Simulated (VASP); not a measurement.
GaN in VASP 6.6.1, single-point calculation

INCAR

```
EDIFF = 1E-7
LCHARG = .FALSE.
IBRION = -1
LREAL = .FALSE.
NSW = 0
ISIF = 2
LWAVE = .FALSE.
NELECT = 17.9
LASPH = .TRUE.
PREC = Accurate
NELM = 120
NBANDS = 16
ENCUT = 520
SIGMA = 0.02
ISMEAR = -1
GGA = PE
```

KPOINTS

```
KPOINTS created by Atomic Simulation Environment
0
Monkhorst-Pack
10 10 10
0 0 0
```

POSCAR

```
Ga N
 1.0000000000000000
     0.0000000000000000    2.2489525415000000    2.2489525415000000
     2.2763897625000000    0.0000000000000000    2.2489525415000000
     2.2763897625000000    2.2489525415000000    0.0000000000000000
 Ga  N
   1   1
Cartesian
  0.0000000000000000  0.0000000000000000  0.0000000000000000
  1.1381948812500000  1.1244762707500000  1.1244762707500000
```

The recommended PBE PAW datasets give the neutral cell 18 valence electrons.

Command

```
mpirun -np 1 vasp_std
```

OSZICAR

```
N       E                     dE             d eps       ncg     rms          rms(c)
DAV:   1     0.798912840145E+02    0.79891E+02   -0.85588E+03  9944   0.186E+03
DAV:   2    -0.872469660669E+01   -0.88616E+02   -0.83093E+02 10160   0.327E+02
DAV:   3    -0.143245817456E+02   -0.55999E+01   -0.55585E+01 10184   0.695E+01
DAV:   4    -0.143883981757E+02   -0.63816E-01   -0.63795E-01 11136   0.793E+00
DAV:   5    -0.143892250950E+02   -0.82692E-03   -0.82691E-03 10352   0.814E-01    0.725E+00
DAV:   6    -0.126432146512E+02    0.17460E+01   -0.41748E+00 13256   0.382E+01    0.254E+00
DAV:   7    -0.126505586109E+02   -0.73440E-02   -0.28646E-01  9696   0.618E+00    0.168E+00
DAV:   8    -0.126469620933E+02    0.35965E-02   -0.48783E-02 10008   0.306E+00    0.697E-01
DAV:   9    -0.126436215236E+02    0.33406E-02   -0.11518E-02 13456   0.253E+00    0.183E-01
DAV:  10    -0.126439370147E+02   -0.31549E-03   -0.12100E-03  9952   0.464E-01    0.879E-02
DAV:  11    -0.126438587191E+02    0.78296E-04   -0.21365E-04 12728   0.205E-01    0.962E-03
DAV:  12    -0.126438628242E+02   -0.41051E-05   -0.23976E-05 10064   0.416E-02    0.115E-02
DAV:  13    -0.126438625699E+02    0.25433E-06   -0.47147E-07 11056   0.107E-02    0.304E-03
DAV:  14    -0.126438624910E+02    0.78891E-07   -0.39597E-08  7544   0.306E-03
   1 F= -.12643862E+02 E0= -.12643562E+02  d E =-.601556E-03
```

From OUTCAR

```
k-points           NKPTS =    275   k-points in BZ     NKDIM =    275   number of bands    NBANDS=     16

   NELECT =      17.9000    total number of electrons

   dimension x,y,z NGX =    24 NGY =   24 NGZ =   24
   dimension x,y,z NGXF=    48 NGYF=   48 NGZF=   48

  energy-cutoff  :      520.00
  volume of cell :       23.03
      direct lattice vectors                 reciprocal lattice vectors
     0.000000000  2.248952542  2.248952542    -0.219646041  0.222325723  0.222325723
     2.276389763  0.000000000  2.248952542     0.219646041 -0.222325723  0.222325723
     2.276389763  2.248952542  0.000000000     0.219646041  0.222325723 -0.222325723

 k-points in reciprocal lattice and weights: KPOINTS created by Atomic Simulation Env
   0.05000000  0.05000000  0.05000000       0.002
   0.15000000  0.05000000  0.05000000       0.002
   0.25000000  0.05000000  0.05000000       0.002
   0.35000000  0.05000000  0.05000000       0.002
   0.45000000  0.05000000  0.05000000       0.002
  -0.45000000  0.05000000  0.05000000       0.002
  -0.35000000  0.05000000  0.05000000       0.002
  -0.25000000  0.05000000  0.05000000       0.002
   ...

 E-fermi :   4.7987

 k-point     1 :       0.0500    0.0500    0.0500
  band No.  band energies     occupation
      1     -10.6929      2.00000
      2      -8.2458      2.00000
      3      -8.2354      2.00000
      4      -8.2311      2.00000
      5      -7.9275      2.00000
      6      -7.9265      2.00000
      7       4.7621      1.72351
      8       5.0630      0.00000
      9       5.0986      0.00000
     10       7.1814      0.00000
     11      15.3742      0.00000
     12      15.5572      0.00000
     13      15.5772      0.00000
     14      22.9714      0.00000
     15      23.3499      0.00000
     16      23.6733      0.00000

 k-point     2 :       0.1500    0.0500    0.0500
  band No.  band energies     occupation
      1     -10.5537      2.00000
      2      -8.2244      2.00000
      3      -8.2209      2.00000
      4      -8.1765      2.00000
      5      -7.9330      2.00000
      6      -7.9225      2.00000
      7       3.6720      2.00000
      8       4.7486      1.84958
      9       5.0450      0.00001
     10       8.0696      0.00000
     11      14.7516      0.00000
     12      15.7379      0.00000
     13      15.8029      0.00000
     14      22.0557      0.00000
     15      22.2980      0.00000
     16      23.5585      0.00000

 k-point     3 :       0.2500    0.0500    0.0500
  band No.  band energies     occupation
      1     -10.2755      2.00000
      2      -8.1918      2.00000
      3      -8.1892      2.00000
      4      -7.9916      2.00000
      5      -7.9353      2.00000
      6      -7.9008      2.00000
      7       1.9289      2.00000
      8       4.4057      2.00000
      9       4.8188      0.53644
     10       9.0885      0.00000
     11      14.0611      0.00000
     12      15.8825      0.00000
     13      16.0095      0.00000
     14      21.3970      0.00000
     15      21.5591      0.00000
     16      22.9437      0.00000

 ...

  Total       -0.6187970     -0.4320554     -0.4320554      0.0000000      0.0000000      0.0000000
  in kB      -43.0547971    -30.0616500    -30.0616500      0.0000000      0.0000000      0.0000000
  external PRESSURE =     -34.3926991 kB  Pullay stress =       0.0000000 kB

 POSITION                                       TOTAL-FORCE (eV/Angst)
 -----------------------------------------------------------------------------------
      0.00000      0.00000      0.00000         0.000000     -0.000000     -0.000000
      1.13819      1.12448      1.12448         0.000000      0.000000      0.000000
 -----------------------------------------------------------------------------------
    total drift:                                0.000002      0.000001      0.000001

  FREE ENERGIE OF THE ION-ELECTRON SYSTEM (eV)
  ---------------------------------------------------
  free  energy   TOTEN  =       -12.6438624910 eV

  energy  without entropy=      -12.6432609348  energy(sigma->0) =      -12.64356171
```

It converged. Results: pressure -3.4 GPa.

The cell is charged and sits in a uniform background. The shifted mesh misses Γ, so a band edge there is missed.

For comparison, a separate PBE run of the intended cell, on usual settings and not on those above, gives a gap of 1.67 eV on its mesh and a pressure of 3.9 GPa.

The run above took about 65 s on one core of a shared host (Intel Xeon Platinum 8488C) and held 0.22 GiB at most.
